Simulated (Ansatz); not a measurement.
## Equation of state of TiPbO₃

```xyz
5
Lattice="3.8992 0.0000 0.0000 0.0000 3.8992 0.0000 0.0000 0.0000 4.1499" Properties=species:S:1:pos:R:3 pbc="T T T"
Ti    1.9496    1.9496    2.2335
Pb    0.0000    0.0000    0.0000
O     1.9496    1.9496    0.4689
O     1.9496    0.0000    2.5522
O     0.0000    1.9496    2.5522
```

The conventional cell has a = 3.899 Å, b = 3.899 Å, c = 4.150 Å, α = 90.00°, β = 90.00°, γ = 90.00°. Ti (atom 1) has 5 O at 1.76 to 1.98 Å as nearest neighbours. Pb (atom 2) has 8 O at 2.52 to 2.80 Å as nearest neighbours. O (atom 3) has 1 Ti at 1.76 Å as nearest neighbours. Around O (atom 4) lie 2 Ti at 1.98 Å.

The structure is an experimental refinement, used without relaxation.

Spin–orbit coupling is left out, though it moves levels of the heavy atoms by tenths of an eV or more.

Methods: DFT, PBEsol, all-electron LAPW, scalar-relativistic (Ansatz 0.2.0); DFT, PBEsol, PAW with Ansatz's default frozen-core files, scalar-relativistic (Ansatz 0.2.0).

For LAPW: a Γ-centred 9×9×8 k mesh, Fermi–Dirac smearing of 0.03 eV, basis error target 0.5 meV/atom, no spin polarisation. PAW takes a cutoff of 420 eV at this cell (files made with PBE, cores remade for this functional). The Ansatz runs share mesh, smearing and spin set-up. Plane-wave (PAW) pressures include the program's estimate of the Pulay term.

The cell above is scaled evenly, with fractional coordinates and shape held.

Question: Estimate the equilibrium volume and bulk modulus that LAPW (all electrons) gives for this fixed shape.

Answer: V0 = 12.55 Å³/atom, B0 = 176 GPa, B0′ = 4.4, from a third-order Birch–Murnaghan fit to these pressures:
```
V/V(cell)  V (Å³/atom)  P, LAPW (GPa)  P, PAW (GPa)  gap on the k mesh, LAPW (eV)  free energy over the lowest listed, PAW (meV/atom)
   0.9400       11.862          11.15         11.18                          1.75                                                22.6
   0.9600       12.114           6.65          6.67                          1.78                                                 8.6
   0.9800       12.366           2.61          2.62                          1.81                                                 1.3
   0.9900       12.493           0.75          0.76                          1.82                                                 0.0
   1.0000       12.619          -1.01         -1.01                          1.83                                                 0.1
   1.0100       12.745          -2.68         -2.68                          1.84                                                 1.6
   1.0200       12.871          -4.27         -4.27                          1.85                                                 4.3
   1.0400       13.124          -7.18         -7.19                          1.86                                                13.4
   1.0600       13.376          -9.80         -9.81                          1.87                                                26.8
```

PAW's V0 lies 0.00 % from the all-electron value and its B0 0.1 %. With shape and internal coordinates held, B0 is an upper bound to the relaxed modulus.
